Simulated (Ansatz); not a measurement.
# CaSe: how the settings move a single-point run

Question: which choices in the input matter for CaSe? The cell is built on a prototype (zincblende) and needn't be the phase found in nature.

Program: Ansatz 0.2.0. Level of theory: reference: DFT, HSE06, plane waves, PAW. These are calculated values, not measurements.

1 further run of the same task is left out (it didn't finish). Runs told in other sessions of the task aren't counted.

### Step 1. Starting point

Symmetry: F-43m, No. 216, cubic system. Conventional cell: a = 6.559 Å, b = 6.559 Å, c = 6.559 Å, α = 90.00°, β = 90.00°, γ = 90.00°. Ca (site symmetry -43m) is surrounded by 4 Se at 2.84 Å. Se (site symmetry -43m) has 4 Ca at 2.84 Å in its first shell of neighbours.

Coordinates:

```cif
data_structure
_symmetry_space_group_name_H-M 'P 1'
_symmetry_Int_Tables_number 1
_cell_length_a 4.6380
_cell_length_b 4.6380
_cell_length_c 4.6380
_cell_angle_alpha 60.000
_cell_angle_beta 60.000
_cell_angle_gamma 60.000
_cell_volume 70.55
loop_
_atom_site_label
_atom_site_type_symbol
_atom_site_fract_x
_atom_site_fract_y
_atom_site_fract_z
_atom_site_occupancy
Ca1 Ca 0.00000 0.00000 0.00000 1
Se1 Se 0.25000 0.25000 0.25000 1
```

### Step 2. The reference run

Contents of input.yaml:

```yaml
crystal:
  lattice:
    - [0.0, 3.2795613675, 3.2795613675]
    - [3.2795613675, 0.0, 3.2795613675]
    - [3.2795613675, 3.2795613675, 0.0]
  atoms:
    - { symbol: Ca, position: [0.0, 0.0, 0.0] }
    - { symbol: Se, position: [0.25, 0.25, 0.25] }
kpoints:
  mp_grid: { grid: [4, 4, 4] }
hamiltonian:
  xc: hse06
scf:
  occupations: { method: fixed }
  n_extra_bands: 4
output:
  forces: true
  stress: true
  eigenvalues: true
```

Launch:

```
ansatz run input.yaml --threads 4 --pin off --max-ram 3686MiB --backend cpu --events-out ev --progress --plain --runs-dir out
```

### Step 3. Changed: xc r2scan

Edit input.yaml of step 2 so:

```diff
@@ -11,3 +11,3 @@
 hamiltonian:
-  xc: hse06
+  xc: r2scan
 scf:
```

### Step 4. Variant: exchange pbe, correlation pbe, coeff 0.75, omega 0.5

Edit input.yaml of step 2 so:

```diff
@@ -11,3 +11,3 @@
 hamiltonian:
-  xc: hse06
+  xc: { exchange: pbe, correlation: pbe, exx: { coeff: 0.75, omega: 0.5 } }
 scf:
```

### Step 5. Changed: exchange pbe, correlation pbe, coeff 0.2, omega 0.2078

Edit input.yaml of step 2 so:

```diff
@@ -11,3 +11,6 @@
 hamiltonian:
-  xc: hse06
+  xc:
+    exchange: pbe
+    correlation: pbe
+    exx: { coeff: 0.2, omega: 0.2078 }
 scf:
```

### Step 6. Changing settings: exchange pbe, correlation pbe, coeff 0.35, omega 0.1

Edit input.yaml of step 2 so:

```diff
@@ -11,3 +11,3 @@
 hamiltonian:
-  xc: hse06
+  xc: { exchange: pbe, correlation: pbe, exx: { coeff: 0.35, omega: 0.1 } }
 scf:
```

### Step 7. Changing settings: exchange pbe, correlation pbe, coeff 0.5, omega 0.2078

Edit input.yaml of step 2 so:

```diff
@@ -11,3 +11,6 @@
 hamiltonian:
-  xc: hse06
+  xc:
+    exchange: pbe
+    correlation: pbe
+    exx: { coeff: 0.5, omega: 0.2078 }
 scf:
```

### Step 8. Variant: xc_grid 3

Edit input.yaml of step 2 so:

```diff
@@ -19 +19,3 @@
   eigenvalues: true
+basis:
+  xc_grid: 3
```

Before running it: what results should come out? Wanted: for each run, ending; energy change; pressure; gap; force.

**Answer**, as computed:

| run | ending | energy change | pressure (GPa) | gap (eV) | force (eV/Å) | cycles | time |
| --- | --- | --- | --- | --- | --- | --- | --- |
| reference | converged | 0 | 0.3 | 4.09 | 0.00 | 13 | 6.5 s |
| 1: xc r2scan | converged | not comparable | 0.0 | 3.70 | 0.00 | 6 | 1.2 s |
| 2: exchange pbe, correlation pbe, coeff 0.75, omega 0.5 | converged | not comparable | 0.2 | 4.50 | 0.00 | 18 | 8 s |
| 3: exchange pbe, correlation pbe, coeff 0.2, omega 0.2078 | converged | not comparable | 0.3 | 3.91 | 0.00 | 13 | 6.4 s |
| 4: exchange pbe, correlation pbe, coeff 0.35, omega 0.1 | converged | not comparable | 0.2 | 4.91 | 0.00 | 16 | 7.2 s |
| 5: exchange pbe, correlation pbe, coeff 0.5, omega 0.2078 | converged | not comparable | 0.1 | 5.04 | 0.00 | 17 | 7.6 s |
| 6: xc_grid 3 | converged | 0.0 meV/atom | 0.3 | 4.09 | 0.00 | 13 | 6.5 s |

Residual by cycle in the longest SCF loop of each run; runs are numbered as in the table. The quantity is the density residual dr2, in eV.

| cycle | reference | run 1 | run 2 | run 3 | run 4 | run 5 | run 6 |
| --- | --- | --- | --- | --- | --- | --- | --- |
| 1 | 0.0185 | 0.0282 | 0.0511 | 0.0135 | 0.028 | 0.0433 | 0.0185 |
| 2 | 0.00196 | 0.00187 | 0.00889 | 0.00138 | 0.00401 | 0.00751 | 0.00196 |
| 3 | 5.8e-4 | 2.7e-4 | 0.00567 | 3.6e-4 | 0.00136 | 0.00234 | 5.8e-4 |
| 4 | 9.0e-5 | 3.4e-5 | 0.00103 | 5.7e-5 | 2.0e-4 | 3.8e-4 | 9.0e-5 |
| 5 | 1.9e-5 | 7.1e-7 | 7.1e-4 | 8.3e-6 | 1.2e-4 | 3.4e-4 | 1.9e-5 |
| 6 | 2.1e-5 | 9.3e-9 | 1.7e-4 | 1.1e-5 | 6.5e-5 | 1.3e-4 | 2.1e-5 |
| 7 | 2.3e-7 | - | 1.7e-5 | 8.9e-8 | 2.9e-6 | 1.2e-5 | 2.3e-7 |

«xc_grid 3» leaves the energy as it was. Of the variants the dearest is «exchange pbe, correlation pbe, coeff 0.75, omega 0.5» (8 s), the cheapest «xc r2scan» (1.2 s), on a shared host.
